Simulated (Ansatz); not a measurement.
input.yaml

```yaml
crystal:
  lattice:
    - [3.7876303068, 0.0, 0.0]
    - [0.0, 3.7876303068, 0.0]
    - [0.0, 0.0, 28.3912953727]
  atoms:
    - { symbol: S, position: [0.0, 0.5, 0.264165474] }
    - { symbol: Zn, position: [0.5, 0.5, 0.3113323792] }
    - { symbol: S, position: [0.5, 0.0, 0.3584992844] }
    - { symbol: Zn, position: [0.0, 0.0, 0.4056661896] }
    - { symbol: S, position: [0.0, 0.5, 0.4528330948] }
    - { symbol: Zn, position: [0.5, 0.5, 0.5] }
    - { symbol: S, position: [0.5, 0.0, 0.5471669052] }
    - { symbol: Zn, position: [0.0, 0.0, 0.5943338104] }
    - { symbol: S, position: [0.0, 0.5, 0.6415007156] }
    - { symbol: Zn, position: [0.5, 0.5, 0.6886676208] }
    - { symbol: S, position: [0.5, 0.0, 0.735834526] }
basis:
  ecutwfc: 420
kpoints:
  mp_grid: { grid: [7, 7, 1] }
hamiltonian:
  xc: pbesol
scf:
  occupations: { method: gaussian, width: 0.05 }
output:
  forces: true
  stress: true
  eigenvalues: true
```

Command:
```bash
ansatz run input.yaml --threads 1 --pin off --max-ram 2560MiB --backend cpu --events-out ev --progress --plain --runs-dir out
```

Method: DFT PBEsol, scalar-relativistic, plane waves, PAW in Ansatz.

From the run's log, abridged (iterations and final results):

```
SCF iter   1: F=—  HF=-21719.262571 eV  |F-HF|=—  |Δ(HF+E_count)|=         —  Δρ=5.15e-3  dr2=4.16e-1  ethr=1.77e-3  ⟨swp⟩=10.5  Hψ=3136  notcnv=0  defer=23
SCF iter   2: F=—  HF=-21719.247227 eV  |F-HF|=—  |Δ(HF+E_count)|=   1.53e-2  Δρ=5.81e-3  dr2=1.92e-1  ethr=4.34e-4  ⟨swp⟩=3.0  Hψ=1231  notcnv=0  defer=43
SCF iter   3: F=—  HF=-21719.203170 eV  |F-HF|=—  |Δ(HF+E_count)|=   4.41e-2  Δρ=1.40e-3  dr2=1.13e-2  ethr=1.99e-4  ⟨swp⟩=2.5  Hψ=1045  notcnv=0  defer=33
automatic band count: iteration 3 solves 58 bands in place of 59: the levels show a gap, and the empty bands left out lie too high to hold charge; the band table lists the bands solved (type scf.n_extra_bands for more)
SCF iter   4: F=—  HF=-21719.200880 eV  |F-HF|=—  |Δ(HF+E_count)|=   2.29e-3  Δρ=3.88e-4  dr2=2.57e-3  ethr=1.18e-5  ⟨swp⟩=2.0  Hψ=944  notcnv=0  defer=33
SCF iter   5: F=—  HF=-21719.200773 eV  |F-HF|=—  |Δ(HF+E_count)|=   1.07e-4  Δρ=1.91e-4  dr2=1.26e-4  ethr=2.68e-6  ⟨swp⟩=2.2  Hψ=914  notcnv=0  defer=24
automatic band count: iteration 5 solves 57 bands in place of 58: the levels show a gap, and the empty bands left out lie too high to hold charge; the band table lists the bands solved (type scf.n_extra_bands for more)
SCF iter   6: F=—  HF=-21719.200758 eV  |F-HF|=—  |Δ(HF+E_count)|=   1.51e-5  Δρ=5.83e-5  dr2=1.42e-5  ethr=1.32e-7  ⟨swp⟩=2.0  Hψ=960  notcnv=0  defer=24
SCF iter   7: F=—  HF=-21719.200719 eV  |F-HF|=—  |Δ(HF+E_count)|=   3.96e-5  Δρ=2.95e-5  dr2=5.18e-6  ethr=1.48e-8  ⟨swp⟩=2.0  Hψ=983  notcnv=0  defer=24
SCF iter   8: F=—  HF=-21719.200719 eV  |F-HF|=—  |Δ(HF+E_count)|=   9.56e-8  Δρ=6.61e-6  dr2=3.04e-7  ethr=5.39e-9  ⟨swp⟩=2.0  Hψ=936  notcnv=0  defer=24
SCF iter   9: F=-21719.200719 eV  HF=-21719.200719 eV  |F-HF|=1.75e-8  |Δ(HF+E_count)|=   2.10e-7  Δρ=3.10e-6  dr2=4.07e-8  ethr=1.04e-10  ⟨swp⟩=13.3  Hψ=2960  notcnv=0
SCF 1 converged in 9 iterations: F = -21719.200719 eV  dr2 = 4.07e-8
SCF converged after 9 iterations
Free energy (F): -21719.200719 eV
Harris-Foulkes:  -21719.200719 eV  (|F-HF|=1.75e-8)
Internal energy: -21719.197431 eV  (E = F + TS)
E sigma→0 (E₀):  -21719.199075 eV
Entropy (-TS):   -0.003288 eV (-0.299 meV/atom)
Fermi energy:    -0.425935 eV
--- Per-component energies (eV) ---
  E_band       = -562.115453
  E_kinetic    = 1290.520885
  E_local      = -78366.448456  (includes V_loc(G=0)·N_el)
  E_nonlocal   = 3245.229150
  E_hartree    = 38027.347974
  E_xc         = -1251.654986
  E_vxc        = -782.149326  (∫ρ·V_xc dr)
  E_paw        = -12455.756352  (= ΣΔE_a)
  E_vpaw       = -2003.987196  (= ΣTr[D̂ρ^β])
  E_aug_tail   = -0.001835  (compensation charges beyond the density's cutoff)
  E_ewald      = 27787.207719
  E_core_change = 4.358470  (= ΣΔE_core)
  E_smearing   = -0.003288  (= −TS)
--- Forces (eV/Å), atoms counted from 1 ---
  atom   1  S      0.00000000     0.00000000     0.32356590
  atom   2  Zn     0.00000000     0.00000000    -0.52831477
  atom   3  S      0.00000000     0.00000000     0.31480459
  atom   4  Zn     0.00000000     0.00000000    -0.14405061
  atom   5  S      0.00000000     0.00000000     0.05710707
  atom   6  Zn     0.00000000     0.00000000     0.00000000
  atom   7  S      0.00000000     0.00000000    -0.05710707
  atom   8  Zn     0.00000000     0.00000000     0.14405061
  atom   9  S      0.00000000     0.00000000    -0.31480459
  atom  10  Zn     0.00000000     0.00000000     0.52831477
  atom  11  S      0.00000000     0.00000000    -0.32356590
--- Stress (GPa, compression-positive) ---
       -1.434118       0.000000       0.000000
        0.000000      -1.434118       0.000000
        0.000000       0.000000      -0.229573
  P = ⅓ Tr σ = -1.0326 GPa (-10.326 kbar)
--- Band table (eV; the first three rows and the last of 10) ---
  k-point 0: bands = ["-13.7831", "-13.4189", "-13.0248", "-12.7262", "-11.7136", "-11.7083", "-7.0974", "-7.0926", "-7.0117", "-7.0117", "-6.8786", "-6.8714", "-6.8434", "-6.8434", "-6.7441", "-6.7441", "-6.5375", "-6.5298", "-6.4749", "-6.4330", "-6.4330", "-6.4141", "-6.4069", "-6.3287", "-6.3287", "-6.2288", "-6.1563", "-6.1385", "-6.1000", "-5.9880", "-5.9880", "-4.8162", "-3.9459", "-2.9698", "-2.7092", "-2.7092", "-2.1940", "-2.1940", "-1.9357", "-1.6099", "-1.6099", "-1.0237", "-1.0237", "-0.8288", "-0.3585", "-0.3585", "-0.3473", "0.0167", "0.0167", "2.2446", "2.8815", "3.3299", "3.3859", "3.7026", "3.9182", "4.1448", "4.4146"]
  k-point 1: bands = ["-13.6808", "-13.3332", "-12.9636", "-12.7018", "-11.6864", "-11.6607", "-7.0569", "-7.0409", "-7.0158", "-7.0004", "-6.8664", "-6.8454", "-6.8248", "-6.8181", "-6.7545", "-6.7340", "-6.5336", "-6.5270", "-6.4912", "-6.4513", "-6.4223", "-6.4176", "-6.3666", "-6.3491", "-6.3258", "-6.1821", "-6.1405", "-6.1119", "-6.0378", "-6.0044", "-6.0013", "-4.8884", "-4.1895", "-3.4510", "-3.1035", "-2.6407", "-2.5705", "-2.4003", "-2.0827", "-1.8507", "-1.5812", "-1.5375", "-1.0090", "-0.8857", "-0.5863", "-0.4759", "-0.3873", "-0.2847", "0.0308", "2.7591", "3.2573", "3.4942", "3.7818", "4.1442", "4.3462", "4.6438", "5.0780"]
  k-point 2: bands = ["-13.4087", "-13.1183", "-12.8268", "-12.6748", "-11.6340", "-11.5443", "-6.9981", "-6.9788", "-6.9724", "-6.9296", "-6.8540", "-6.8421", "-6.7783", "-6.7610", "-6.6773", "-6.6573", "-6.5623", "-6.5335", "-6.4929", "-6.4453", "-6.4352", "-6.3639", "-6.3336", "-6.3212", "-6.2904", "-6.1198", "-6.0893", "-6.0516", "-6.0400", "-6.0298", "-5.9224", "-5.2416", "-4.9540", "-4.3989", "-3.8437", "-3.3105", "-3.1820", "-2.4518", "-2.1997", "-1.9125", "-1.7973", "-1.3746", "-1.3212", "-1.0309", "-0.9132", "-0.7765", "-0.5436", "-0.4805", "0.0620", "3.2099", "3.3758", "3.7115", "3.9394", "4.3105", "5.6028", "5.7147", "5.9337"]
  k-point 9: bands = ["-12.6594", "-12.6181", "-12.4273", "-12.4268", "-11.2429", "-11.2429", "-7.0347", "-6.9910", "-6.8899", "-6.7566", "-6.7228", "-6.6865", "-6.6721", "-6.6534", "-6.5984", "-6.5370", "-6.5191", "-6.4994", "-6.4403", "-6.2900", "-6.2564", "-6.2261", "-6.2093", "-6.2045", "-6.1751", "-6.1055", "-6.0984", "-5.9312", "-5.9078", "-5.8684", "-5.8615", "-5.2804", "-5.1540", "-5.0440", "-4.7045", "-4.7039", "-3.5422", "-3.5273", "-3.0409", "-3.0231", "-2.8826", "-2.7871", "-2.7102", "-2.4112", "-2.4079", "-1.3628", "-1.3621", "-1.2374", "-1.2208", "3.2684", "3.3434", "3.8828", "3.9715", "4.4597", "4.6316", "4.8972", "5.0535"]
```

The run converged.

It took 13 s on 1 thread of Intel(R) Xeon(R) 6975P-C (Granite Rapids) (shared host), peak memory 0.64 GiB.